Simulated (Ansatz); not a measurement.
input.yaml

```yaml
crystal:
  lattice:
    - [10.1, 0.0, 0.0]
    - [0.0, 9.3, 0.0]
    - [0.0, 0.0, 4.4664045373]
  atoms:
    - { symbol: W, position: [0.4447227161, 0.5, 0.0], spin: 1.5 }
    - { symbol: W, position: [0.5552772839, 0.5, 0.5], spin: 1.5 }
basis:
  ecutwfc: 420
kpoints:
  mp_grid: { grid: [1, 1, 15] }
hamiltonian:
  xc: pbe
scf:
  occupations: { method: gaussian, width: 0.05 }
output:
  forces: true
  stress: true
  eigenvalues: true
  populations: true
  write_density: true
  write_potential: true
  elf: true
  volumetric_format: npy
magnetization:
  spin_polarized: true
relax:
  adjacent_minimum: "off"
  f_tol: 0.01
  max_steps: 45
  cell: { fix: [a, b, alpha, beta, gamma], stress_tol: 0.03 }
```

Command:
```bash
ansatz run input.yaml --threads 2 --pin off --max-ram 5120MiB --backend cpu --events-out ev --progress --plain --runs-dir out
```

All numbers below come from DFT PBE, scalar-relativistic, plane waves, PAW in Ansatz.

From the run's log, abridged:

```
Pseudopotentials: kind: paw
Pseudopotential: W, paw, valence charge 14, recommended cutoff 420 eV (normal)
Functional definition: PBE
Crystal: 2 atoms, lattice volume = 419.529 Å³
Basis set: ecut = 420 eV, 8205 PW (Γ), exchange–correlation on 144×128×60 points (8 copies of the dense FFT grid, shifted against one another)
Bands: 20, of which v1, the nominal top of the filled ones, is band 14 counted from 1 (13 counted from 0)
Symmetry: 8 space group operations
Space group: Pmma (ITA 51), of the structure as read, at distance tolerance 7.5e-5 Å
Magnetic group: BNS 51.289 (UNI 387), of the structure as read, at distance tolerance 7.5e-5 Å
k-points: 8 of 15
Initial density: superposition of atomic densities (neutral atoms: chi_scale 0, normalization atom)
Starting moments: Σ|m| = 3 μB on 2 of 2 sites
Initial wavefunctions: pseudopotential atomic-orbital guess
Functional: x = pbe(κ = 0.804, μ = 0.21951497), c = pbe(β = 0.06672455)
SCF iter   1: F=—  HF=-20759.125703 eV  |F-HF|=—  |Δ(HF+E_count)|=         —  Δρ=1.31e-2 (↑1.09e-2 ↓1.31e-2) dr2=4.27e0  dr2_m=1.06e-1  M=2.554 μB ∫|m|=2.554 μB  β_m=0.30  ethr=3.10e-3  ⟨swp⟩=6.4  Hψ=1536  notcnv=0
Mixer restart at iter 1: flushing history
spin=Collinear: LDOS preconditioning applied to the charge; magnetization (m = ρ↑ − ρ↓) channel mixes plain (no charge-response kernel on spin).
SCF iter   2: F=—  HF=-20758.576640 eV  |F-HF|=—  |Δ(HF+E_count)|=   5.49e-1  Δρ=8.42e-3 (↑6.65e-3 ↓8.42e-3) dr2=1.45e0  dr2_m=6.39e-2  M=2.544 μB ∫|m|=2.544 μB  β_m=0.50  ethr=3.10e-3  ⟨swp⟩=2.6  Hψ=633  notcnv=0  defer=24
SCF iter   3: F=—  HF=-20758.506436 eV  |F-HF|=—  |Δ(HF+E_count)|=   7.02e-2  Δρ=2.54e-3 (↑2.54e-3 ↓1.84e-3) dr2=2.88e-2  dr2_m=1.03e-2  M=2.555 μB ∫|m|=2.555 μB  β_m=0.63  ethr=3.10e-3  ⟨swp⟩=2.7  Hψ=517  notcnv=0  defer=24
SCF iter   4: F=—  HF=-20758.570863 eV  |F-HF|=—  |Δ(HF+E_count)|=         —  Δρ=9.60e-4 (↑8.02e-4 ↓9.60e-4) dr2=4.82e-3  dr2_m=1.87e-3  M=2.550 μB ∫|m|=2.553 μB  β_m=0.63  ethr=1.03e-4  ⟨swp⟩=2.6  Hψ=691  notcnv=0  defer=23
SCF iter   5: F=—  HF=-20758.579483 eV  |F-HF|=—  |Δ(HF+E_count)|=   8.62e-3  Δρ=4.56e-4 (↑4.30e-4 ↓4.56e-4) dr2=6.11e-4  dr2_m=5.48e-4  M=2.595 μB ∫|m|=2.599 μB  β_m=0.82  ethr=1.72e-5  ⟨swp⟩=2.1  Hψ=472  notcnv=0  defer=23
SCF iter   6: F=—  HF=-20758.582812 eV  |F-HF|=—  |Δ(HF+E_count)|=   3.33e-3  Δρ=2.07e-4 (↑2.07e-4 ↓1.77e-4) dr2=4.11e-5  dr2_m=1.28e-4  M=2.640 μB ∫|m|=2.645 μB  β_m=0.91  ethr=2.18e-6  ⟨swp⟩=2.1  Hψ=524  notcnv=0  defer=23
SCF iter   7: F=—  HF=-20758.583235 eV  |F-HF|=—  |Δ(HF+E_count)|=   4.23e-4  Δρ=6.15e-5 (↑6.15e-5 ↓4.16e-5) dr2=1.22e-5  dr2_m=8.37e-6  M=2.659 μB ∫|m|=2.665 μB  β_m=0.95  ethr=1.47e-7  ⟨swp⟩=3.4  Hψ=694  notcnv=0  defer=23
SCF iter   8: F=—  HF=-20758.583247 eV  |F-HF|=—  |Δ(HF+E_count)|=   1.21e-5  Δρ=1.33e-5 (↑1.33e-5 ↓9.73e-6) dr2=9.78e-7  dr2_m=2.79e-7  M=2.662 μB ∫|m|=2.668 μB  β_m=0.97  ethr=4.35e-8  ⟨swp⟩=2.0  Hψ=530  notcnv=0  defer=23
SCF iter   9: F=—  HF=-20758.583248 eV  |F-HF|=—  |Δ(HF+E_count)|=   5.84e-7  Δρ=2.76e-6 (↑2.76e-6 ↓1.61e-6) dr2=4.12e-8  dr2_m=1.18e-8  M=2.662 μB ∫|m|=2.668 μB  β_m=0.99  ethr=3.49e-9  ⟨swp⟩=2.0  Hψ=525  notcnv=0  defer=23
SCF iter  10: F=-20758.583248 eV  HF=-20758.583248 eV  |F-HF|=3.25e-9  |Δ(HF+E_count)|=   5.54e-8  Δρ=6.01e-7 (↑6.01e-7 ↓4.76e-7) dr2=6.23e-9  dr2_m=3.61e-10  M=2.662 μB ∫|m|=2.668 μB  ethr=1.47e-10  ⟨swp⟩=12.1  Hψ=2222  notcnv=0
SCF 1 converged in 10 iterations: F = -20758.583248 eV  dr2 = 6.23e-9
relax step   1: F+E_penalty+E_count = -20758.58324779 eV  Δ(F+E_penalty+E_count) = +0.000e0 eV  max|allowed force component| = 4.263e-1 eV/Å  Δτ_max = 0.0000 Å  P = -1.580 GPa  Ω = 419.529 Å³  fix = [a, b, alpha, beta, gamma]  reactions: a -0.189, b -0.021 GPa (10 SCF iters, dr2 threshold 1.00e-7 eV, accepted)
Crystal: 2 atoms, lattice volume = 398.659 Å³
Basis set: ecut = 420 eV, 7717 PW (Γ), exchange–correlation on 144×128×60 points (8 copies of the dense FFT grid, shifted against one another)
Initial density: handed on by an earlier stage of this run
Starting moments: Σ|m| = 3 μB on 2 of 2 sites; this step starts from the density that it was given
Initial wavefunctions: those handed on with the density
SCF iter   1: F=—  HF=-20759.066034 eV  |F-HF|=—  |Δ(HF+E_count)|=         —  Δρ=2.42e-3 (↑2.21e-3 ↓2.42e-3) dr2=6.67e-2  dr2_m=1.21e-2  M=2.356 μB ∫|m|=2.358 μB  β_m=0.30  ethr=2.35e-4  ⟨swp⟩=1.2  Hψ=2033  notcnv=0
spin=Collinear: LDOS preconditioning applied to the charge; magnetization (m = ρ↑ − ρ↓) channel mixes plain (no charge-response kernel on spin).
SCF iter   2: F=—  HF=-20759.069634 eV  |F-HF|=—  |Δ(HF+E_count)|=   3.60e-3  Δρ=1.65e-3 (↑1.50e-3 ↓1.65e-3) dr2=1.92e-2  dr2_m=6.50e-3  M=2.357 μB ∫|m|=2.359 μB  β_m=0.50  ethr=2.35e-4  ⟨swp⟩=2.1  Hψ=436  notcnv=0
SCF iter   3: F=—  HF=-20759.078357 eV  |F-HF|=—  |Δ(HF+E_count)|=   8.72e-3  Δρ=5.84e-4 (↑5.84e-4 ↓5.28e-4) dr2=6.15e-4  dr2_m=9.37e-4  M=2.339 μB ∫|m|=2.340 μB  β_m=0.75  ethr=6.86e-5  ⟨swp⟩=2.0  Hψ=512  notcnv=0
SCF iter   4: F=—  HF=-20759.079836 eV  |F-HF|=—  |Δ(HF+E_count)|=   1.48e-3  Δρ=1.61e-4 (↑1.61e-4 ↓1.40e-4) dr2=5.52e-5  dr2_m=6.23e-5  M=2.308 μB ∫|m|=2.310 μB  β_m=0.85  ethr=2.20e-6  ⟨swp⟩=2.0  Hψ=557  notcnv=0
SCF iter   5: F=—  HF=-20759.080012 eV  |F-HF|=—  |Δ(HF+E_count)|=   1.75e-4  Δρ=4.50e-5 (↑3.39e-5 ↓4.50e-5) dr2=7.05e-6  dr2_m=4.07e-6  M=2.299 μB ∫|m|=2.301 μB  β_m=0.91  ethr=1.97e-7  ⟨swp⟩=2.2  Hψ=568  notcnv=0
SCF iter   6: F=—  HF=-20759.080024 eV  |F-HF|=—  |Δ(HF+E_count)|=   1.18e-5  Δρ=1.28e-5 (↑1.28e-5 ↓1.07e-5) dr2=7.24e-7  dr2_m=3.44e-7  M=2.297 μB ∫|m|=2.299 μB  β_m=0.96  ethr=2.52e-8  ⟨swp⟩=2.1  Hψ=529  notcnv=0
SCF iter   7: F=—  HF=-20759.080025 eV  |F-HF|=—  |Δ(HF+E_count)|=   1.48e-6  Δρ=3.85e-6 (↑2.80e-6 ↓3.85e-6) dr2=7.25e-8  dr2_m=2.52e-8  M=2.296 μB ∫|m|=2.298 μB  β_m=0.94  ethr=2.59e-9  ⟨swp⟩=2.0  Hψ=509  notcnv=0
SCF iter   8: F=-20759.080025 eV  HF=-20759.080025 eV  |F-HF|=5.86e-9  |Δ(HF+E_count)|=   7.98e-8  Δρ=1.11e-6 (↑1.11e-6 ↓8.98e-7) dr2=3.71e-9  dr2_m=2.68e-9  M=2.296 μB ∫|m|=2.298 μB  β_m=0.97  ethr=2.59e-10  ⟨swp⟩=7.8  Hψ=2111  notcnv=0
SCF iter   9: F=-20759.080025 eV  HF=-20759.080025 eV  |F-HF|=2.26e-10  |Δ(HF+E_count)|=   1.01e-8  Δρ=2.44e-7 (↑2.44e-7 ↓2.27e-7) dr2=3.19e-10  dr2_m=1.21e-10  M=2.296 μB ∫|m|=2.298 μB  ethr=1.33e-11  ⟨swp⟩=6.0  Hψ=1742  notcnv=0
SCF 2 converged in 9 iterations: F = -20759.080025 eV  dr2 = 3.19e-10
relax step   2: F+E_penalty+E_count = -20759.08002522 eV  Δ(F+E_penalty+E_count) = -4.968e-1 eV  max|allowed force component| = 6.437e-1 eV/Å  Δτ_max = 0.0060 Å  P = -0.938 GPa  Ω = 398.659 Å³  energy of the carried Pulay correction = +5.171e-4 eV  fix = [a, b, alpha, beta, gamma]  reactions: a +0.286, b -0.020 GPa (9 SCF iters, dr2 threshold 2.00e-7 eV, accepted)
Crystal: 2 atoms, lattice volume = 377.896 Å³
Basis set: ecut = 420 eV, 7387 PW (Γ), exchange–correlation on 144×128×60 points (8 copies of the dense FFT grid, shifted against one another)
SCF iter   1: F=—  HF=-20759.838827 eV  |F-HF|=—  |Δ(HF+E_count)|=         —  Δρ=1.19e-2 (↑9.26e-3 ↓1.19e-2) dr2=2.67e-1  dr2_m=3.46e-1  M=0.528 μB ∫|m|=0.606 μB  β_m=0.30  ethr=9.42e-4  ⟨swp⟩=1.0  Hψ=2122  notcnv=0
   ...
SCF iter   8: F=-20762.037931 eV  HF=-20762.037931 eV  |F-HF|=5.93e-10  |Δ(HF+E_count)|=  6.51e-10  Δρ=1.61e-7 (↑1.45e-7 ↓1.61e-7) dr2=4.14e-10  dr2_m=2.24e-11  M=0.000 μB ∫|m|=0.000 μB  ethr=4.63e-11  ⟨swp⟩=6.6  Hψ=1786  notcnv=0
the starting moments were not kept: the SCF closed with an absolute magnetisation of 8.9e-6 μB, where they sum to 3 μB in size (2 sites). That is at most 0.1 of that sum. Measured as dr2_m measures the in/out step, that magnetisation stands 7.9e-12 eV from none, at or under the dr2_threshold of 2.0e-7 eV: it is no larger than a step whose dr2_m would equal this threshold.
SCF 9 converged in 8 iterations: F = -20762.037931 eV  dr2 = 4.14e-10
relax step   9: F+E_penalty+E_count = -20762.03793054 eV  Δ(F+E_penalty+E_count) = -1.939e-2 eV  max|allowed force component| = 1.190e-1 eV/Å  Δτ_max = 0.0244 Å  P = -0.055 GPa  Ω = 281.405 Å³  energy of the carried Pulay correction = +4.558e-3 eV  fix = [a, b, alpha, beta, gamma]  reactions: a +0.192, b -0.026 GPa (8 SCF iters, dr2 threshold 2.00e-7 eV, accepted)
Crystal: 2 atoms, lattice volume = 278.757 Å³
Basis set: ecut = 420 eV, 5415 PW (Γ), exchange–correlation on 144×128×60 points (8 copies of the dense FFT grid, shifted against one another)
SCF iter   1: F=—  HF=-20762.039512 eV  |F-HF|=—  |Δ(HF+E_count)|=         —  Δρ=4.81e-4 (↑4.81e-4 ↓3.66e-4) dr2=4.97e-4  dr2_m=3.05e-4  M=0.004 μB ∫|m|=0.008 μB  β_m=0.65  ethr=1.35e-6  ⟨swp⟩=2.6  Hψ=2056  notcnv=0
spin=Collinear: Resta preconditioning applied to the charge; magnetization (m = ρ↑ − ρ↓) channel mixes plain (no charge-response kernel on spin).
SCF iter   2: F=—  HF=-20762.039941 eV  |F-HF|=—  |Δ(HF+E_count)|=   4.29e-4  Δρ=1.83e-4 (↑1.83e-4 ↓1.61e-4) dr2=7.55e-5  dr2_m=5.37e-5  M=0.002 μB ∫|m|=0.004 μB  β_m=0.65  ethr=1.35e-6  ⟨swp⟩=2.3  Hψ=522  notcnv=0
SCF iter   3: F=—  HF=-20762.040063 eV  |F-HF|=—  |Δ(HF+E_count)|=   1.22e-4  Δρ=3.77e-5 (↑3.77e-5 ↓3.06e-5) dr2=6.43e-6  dr2_m=1.71e-6  M=0.000 μB ∫|m|=0.001 μB  β_m=0.75  ethr=2.70e-7  ⟨swp⟩=2.1  Hψ=457  notcnv=0
SCF iter   4: F=—  HF=-20762.040072 eV  |F-HF|=—  |Δ(HF+E_count)|=   9.03e-6  Δρ=8.54e-6 (↑7.98e-6 ↓8.54e-6) dr2=9.27e-7  dr2_m=5.00e-8  M=0.000 μB ∫|m|=0.000 μB  β_m=0.88  ethr=2.30e-8  ⟨swp⟩=2.1  Hψ=429  notcnv=0
SCF iter   5: F=—  HF=-20762.040073 eV  |F-HF|=—  |Δ(HF+E_count)|=   9.34e-7  Δρ=2.43e-6 (↑2.28e-6 ↓2.43e-6) dr2=5.33e-8  dr2_m=4.79e-9  M=0.000 μB ∫|m|=0.000 μB  β_m=0.93  ethr=3.31e-9  ⟨swp⟩=2.0  Hψ=418  notcnv=0
SCF iter   6: F=-20762.040073 eV  HF=-20762.040073 eV  |F-HF|=7.53e-10  |Δ(HF+E_count)|=   8.08e-8  Δρ=7.74e-7 (↑7.74e-7 ↓5.53e-7) dr2=7.15e-9  dr2_m=1.16e-10  M= 0.000 μB ∫|m|=0.000 μB  β_m=0.96  ethr=1.90e-10  ⟨swp⟩=7.9  Hψ=1995  notcnv=0
SCF iter   7: F=-20762.040073 eV  HF=-20762.040073 eV  |F-HF|=5.82e-11  |Δ(HF+E_count)|=   3.75e-9  Δρ=1.76e-7 (↑1.76e-7 ↓1.31e-7) dr2=5.87e-10  dr2_m=6.21e-12  M=0.000 μB ∫|m|=0.000 μB  ethr=2.55e-11  ⟨swp⟩=6.4  Hψ=1658  notcnv=0
the starting moments were not kept: the SCF closed with an absolute magnetisation of 7.4e-6 μB, where they sum to 3 μB in size (2 sites). That is at most 0.1 of that sum. Measured as dr2_m measures the in/out step, that magnetisation stands 3.3e-12 eV from none, at or under the dr2_threshold of 2.0e-7 eV: it is no larger than a step whose dr2_m would equal this threshold.
SCF 10 converged in 7 iterations: F = -20762.040073 eV  dr2 = 5.87e-10
relax step  10: F+E_penalty+E_count = -20762.04007309 eV  Δ(F+E_penalty+E_count) = -2.143e-3 eV  max|allowed force component| = 1.174e-1 eV/Å  Δτ_max = 0.0076 Å  P = +0.006 GPa  Ω = 278.757 Å³  energy of the carried Pulay correction = +4.681e-3 eV  fix = [a, b, alpha, beta, gamma]  reactions: a -0.043, b -0.025 GPa (7 SCF iters, dr2 threshold 2.00e-7 eV, accepted)
Crystal: 2 atoms, lattice volume = 279.436 Å³
Basis set: ecut = 420 eV, 5435 PW (Γ), exchange–correlation on 144×128×60 points (8 copies of the dense FFT grid, shifted against one another)
SCF iter   1: F=—  HF=-20762.040368 eV  |F-HF|=—  |Δ(HF+E_count)|=         —  Δρ=1.72e-4 (↑1.72e-4 ↓1.30e-4) dr2=5.01e-5  dr2_m=3.99e-5  M=-0.002 μB ∫|m|=0.003 μB  β_m=0.65  ethr=1.95e-7  ⟨swp⟩=3.0  Hψ=1942  notcnv=0
spin=Collinear: Resta preconditioning applied to the charge; magnetization (m = ρ↑ − ρ↓) channel mixes plain (no charge-response kernel on spin).
SCF iter   2: F=—  HF=-20762.040521 eV  |F-HF|=—  |Δ(HF+E_count)|=   1.54e-4  Δρ=6.85e-5 (↑6.85e-5 ↓5.66e-5) dr2=1.39e-5  dr2_m=6.89e-6  M=-0.001 μB ∫|m|=0.001 μB  β_m=0.65  ethr=1.79e-7  ⟨swp⟩=2.6  Hψ=518  notcnv=0
SCF iter   3: F=—  HF=-20762.040578 eV  |F-HF|=—  |Δ(HF+E_count)|=   5.64e-5  Δρ=1.46e-5 (↑1.46e-5 ↓1.23e-5) dr2=2.02e-6  dr2_m=9.70e-8  M= 0.000 μB ∫|m|=0.000 μB  β_m=0.81  ethr=4.95e-8  ⟨swp⟩=2.1  Hψ=480  notcnv=0
SCF iter   4: F=—  HF=-20762.040581 eV  |F-HF|=—  |Δ(HF+E_count)|=   3.59e-6  Δρ=3.83e-6 (↑3.55e-6 ↓3.83e-6) dr2=3.01e-7  dr2_m=5.01e-9  M= 0.000 μB ∫|m|=0.000 μB  β_m=0.90  ethr=7.23e-9  ⟨swp⟩=2.0  Hψ=416  notcnv=0
SCF iter   5: F=-20762.040581 eV  HF=-20762.040581 eV  |F-HF|=3.99e-8  |Δ(HF+E_count)|=   6.03e-8  Δρ=1.97e-6 (↑1.97e-6 ↓1.78e-6) dr2=6.81e-8  dr2_m=2.66e-10  M=0.000 μB ∫|m|=0.000 μB  β_m=0.90  ethr=7.14e-10  ⟨swp⟩=8.4  Hψ=2123  notcnv=0
SCF iter   6: F=-20762.040581 eV  HF=-20762.040581 eV  |F-HF|=7.28e-11  |Δ(HF+E_count)|=   8.12e-9  Δρ=5.58e-7 (↑5.58e-7 ↓4.66e-7) dr2=4.48e-9  dr2_m=2.19e-11  M= 0.000 μB ∫|m|=0.000 μB  ethr=2.43e-10  ⟨swp⟩=7.2  Hψ=1836  notcnv=0
the starting moments were not kept: the SCF closed with an absolute magnetisation of 1.4e-5 μB, where they sum to 3 μB in size (2 sites). That is at most 0.1 of that sum. Measured as dr2_m measures the in/out step, that magnetisation stands 1.2e-11 eV from none, at or under the dr2_threshold of 2.0e-7 eV: it is no larger than a step whose dr2_m would equal this threshold.
SCF 11 converged in 6 iterations: F = -20762.040581 eV  dr2 = 4.48e-9
relax step  11: F+E_penalty+E_count = -20762.04058145 eV  Δ(F+E_penalty+E_count) = -5.084e-4 eV  max|allowed force component| = 9.024e-3 eV/Å  Δτ_max = 0.0030 Å  P = +0.023 GPa  Ω = 279.436 Å³  energy of the carried Pulay correction = +4.650e-3 eV  fix = [a, b, alpha, beta, gamma]  reactions: a +0.084, b -0.025 GPa (6 SCF iters, dr2 threshold 2.00e-7 eV, accepted)
Basis set: ecut = 420 eV, 5435 PW (Γ), exchange–correlation on 144×128×40 points (8 copies of the dense FFT grid, shifted against one another)
Initial wavefunctions: pseudopotential atomic-orbital guess (no wavefunctions were taken with the density)
SCF iter   1: F=—  HF=-20762.039096 eV  |F-HF|=—  |Δ(HF+E_count)|=         —  Δρ=6.27e-5 (↑6.26e-5 ↓6.27e-5) dr2=6.12e-6  dr2_m=2.26e-11  M= 0.000 μB ∫|m|=0.000 μB  β_m=0.65  ethr=2.68e-7  ⟨swp⟩=4.0  Hψ=2596  notcnv=0
spin=Collinear: Resta preconditioning applied to the charge; magnetization (m = ρ↑ − ρ↓) channel mixes plain (no charge-response kernel on spin).
SCF iter   2: F=—  HF=-20762.039153 eV  |F-HF|=—  |Δ(HF+E_count)|=   5.70e-5  Δρ=2.30e-5 (↑2.30e-5 ↓2.30e-5) dr2=8.11e-7  dr2_m=8.27e-12  M= 0.000 μB ∫|m|=0.000 μB  β_m=0.61  ethr=2.19e-8  ⟨swp⟩=2.4  Hψ=554  notcnv=0
SCF iter   3: F=—  HF=-20762.039154 eV  |F-HF|=—  |Δ(HF+E_count)|=   1.40e-6  Δρ=4.21e-6 (↑4.21e-6 ↓4.20e-6) dr2=5.22e-8  dr2_m=2.28e-12  M= 0.000 μB ∫|m|=0.000 μB  β_m=0.73  ethr=2.90e-9  ⟨swp⟩=2.3  Hψ=445  notcnv=0
SCF iter   4: F=—  HF=-20762.039155 eV  |F-HF|=—  |Δ(HF+E_count)|=   8.40e-8  Δρ=4.00e-7 (↑4.00e-7 ↓3.87e-7) dr2=2.70e-9  dr2_m=4.41e-13  M= 0.000 μB ∫|m|=0.000 μB  β_m=0.85  ethr=1.86e-10  ⟨swp⟩=2.1  Hψ=440  notcnv=0
SCF iter   5: F=—  HF=-20762.039155 eV  |F-HF|=—  |Δ(HF+E_count)|=  6.44e-10  Δρ=8.75e-8 (↑8.45e-8 ↓8.75e-8) dr2=1.39e-10  dr2_m=6.91e-14  M= 0.000 μB ∫|m|=0.000 μB  β_m=0.88  ethr=9.63e-12  ⟨swp⟩=2.0  Hψ=418  notcnv=0
SCF iter   6: F=—  HF=-20762.039154 eV  |F-HF|=—  |Δ(HF+E_count)|=   3.76e-9  Δρ=2.77e-8 (↑2.59e-8 ↓2.77e-8) dr2=1.40e-11  dr2_m=1.08e-14  M= 0.000 μB ∫|m|=0.000 μB  β_m=0.94  ethr=1.00e-12  ⟨swp⟩=2.1  Hψ=426  notcnv=0
SCF iter   7: F=—  HF=-20762.039154 eV  |F-HF|=—  |Δ(HF+E_count)|=  1.82e-11  Δρ=8.59e-9 (↑7.96e-9 ↓8.59e-9) dr2=1.42e-12  dr2_m=6.62e-16  M= 0.000 μB ∫|m|=0.000 μB  β_m=0.97  ethr=1.00e-12  ⟨swp⟩=1.0  Hψ=320  notcnv=0
SCF iter   8: F=-20762.039154 eV  HF=-20762.039154 eV  |F-HF|=0.00e0  |Δ(HF+E_count)|=  3.64e-12  Δρ=2.53e-9 (↑2.53e-9 ↓2.43e-9) dr2=1.05e-13  dr2_m=1.71e-17  M= 0.000 μB ∫|m|=0.000 μB  ethr=1.00e-12  ⟨swp⟩=5.4  Hψ=1333  notcnv=0
the starting moments were not kept: the SCF closed with an absolute magnetisation of 9.9e-9 μB, where they sum to 3 μB in size (2 sites). That is at most 0.1 of that sum. Measured as dr2_m measures the in/out step, that magnetisation stands 6.1e-18 eV from none, at or under the dr2_threshold of 7.2e-12 eV: it is no larger than a step whose dr2_m would equal this threshold.
SCF 12 converged in 8 iterations: F = -20762.039154 eV  dr2 = 1.05e-13
WARN: The output density's exchange-correlation potential varies sharply where the density is thin. Do not read a vacuum level from v_tot or v_xc, or from such a field of the output density. On a cell that repeats whose density bears no net charge and no dipole along the vacuum's axis use v_es (v_loc + v_h of the components); under efield.dipole_correction with no amplitude use v_es + v_field, which holds any external_charges[].barrier, or the levels of the report's work_function block, which leave it out; under a non-zero efield.amplitude the vacuum is tilted and has no level; on a cell that repeats and bears such a dipole with no correction it is tilted too, and efield.dipole_correction wi ...
SCF converged after 8 iterations
Magnetization:  0.0000 μB (14.0000 up, 14.0000 down)
Absolute magnetization: 0.0000 μB (∫|ρ↑−ρ↓|, with the PAW one-centre terms)
Spin contamination: 0.0000 ħ² per cell (⟨S²⟩ above its minimum at these occupations)
Per-site moments (μB) at R_I (Å): [(0.0, 0.94753529), (0.0, 0.94753529)]
Free energy (F): -20762.039154 eV
Harris-Foulkes:  -20762.039154 eV  (|F-HF|=0.00e0)
Internal energy: -20762.037600 eV  (E = F + TS)
E sigma→0 (E₀):  -20762.038377 eV
Entropy (-TS):   -0.001554 eV (-0.777 meV/atom)
Fermi energy:    -0.801365 eV
--- Per-component energies (eV) ---
  E_band       = -800.995772
  E_kinetic    = 893.166540
  E_local      = -7707.411726  (includes V_loc(G=0)·N_el)
  E_nonlocal   = 11.671562
  E_hartree    = 3360.114878
  E_xc         = -525.752422
  E_vxc        = -466.744067  (∫ρ·V_xc dr)
  E_paw        = -17127.146511  (= ΣΔE_a)
  E_vpaw       = -251.907742  (= ΣTr[D̂ρ^β])
  E_aug_tail   = -0.000123  (compensation charges beyond the density's cutoff)
  E_ewald      = 333.320201
  E_smearing   = -0.001554  (= −TS)
--- Forces (eV/Å), atoms counted from 1 ---
  atom   1  W     -0.00905464     0.00000000     0.00000000
  atom   2  W      0.00905464     0.00000000     0.00000000
--- Stress (GPa, compression-positive) ---
        0.080362       0.000000       0.000000
        0.000000      -0.029007       0.000000
        0.000000       0.000000       0.004292
  P = ⅓ Tr σ = 0.0185 GPa (0.185 kbar)
--- Band table (eV; the first three rows and the last of 16) ---
  k-point 0 ↑: bands = ["-74.7253", "-74.2921", "-39.8652", "-39.2373", "-39.0837", "-38.6071", "-37.9629", "-37.9565", "-5.8920", "-5.7296", "-2.8283", "-2.6424", "-2.5293", "-1.3820", "-0.2779", "-0.1670", "0.3498", "0.3772", "0.6179", "2.4571"]
  k-point 1 ↑: bands = ["-74.7198", "-74.2959", "-39.8674", "-39.2772", "-39.0769", "-38.6105", "-37.9711", "-37.9385", "-5.7494", "-5.5785", "-2.8381", "-2.8352", "-2.4760", "-1.1522", "-0.8647", "0.3072", "0.3857", "0.4518", "0.6776", "2.5027"]
  k-point 2 ↑: bands = ["-74.7034", "-74.3073", "-39.8748", "-39.3824", "-39.0569", "-38.6210", "-37.9914", "-37.8963", "-5.3355", "-5.1338", "-3.1816", "-2.8778", "-2.3211", "-1.5016", "-0.7066", "0.2144", "0.6743", "0.8610", "0.9293", "2.0173"]
  k-point 7 ↓: bands = ["-74.5113", "-74.4659", "-39.9670", "-39.9441", "-38.8316", "-38.7815", "-37.9398", "-37.8912", "-3.5153", "-3.4811", "-3.4192", "-3.0997", "-0.9569", "-0.7364", "0.0658", "0.1701", "1.1005", "1.4648", "3.2681", "3.3602"]
--- Relaxed structure (11 steps of the walk, 11 accepted, 1 SCFs on fresh bases) ---
  F+E_penalty+E_count = -20762.03915450 eV   max|allowed force component| = 9.055e-3 eV/Å   (the final SCF, on the basis selected at the relaxed cell)
  cell:  # Å, volume = 279.4359 Å³
    - [10.1, 5.77189705e-129, -5.04287908e-113]
    - [5.31471708e-129, 9.3, 2.72732722e-128]
    - [-2.23005326e-113, 1.30982222e-128, 2.97493814]
  atoms:
    - { symbol: W, position: [0.41334655, 0.5, 0.0] }
    - { symbol: W, position: [0.58665344, 0.5, 0.5] }
--- Löwdin populations: 2 sites ---
  site symbol q [e]    m [muB]
     0      W     13.9356     0.0000
     1      W     13.9356     0.0000
  spilling = 0.004602 (of n_electrons = 28.000000)
```

The relaxation met its thresholds.

Time: 5.1 min on 2 threads of Intel(R) Xeon(R) Processor @ 2.50GHz (Skylake/Cascade Lake), on a shared host, peak memory 0.66 GiB.

Spin-orbit coupling is left out, which matters for the bands of heavy elements.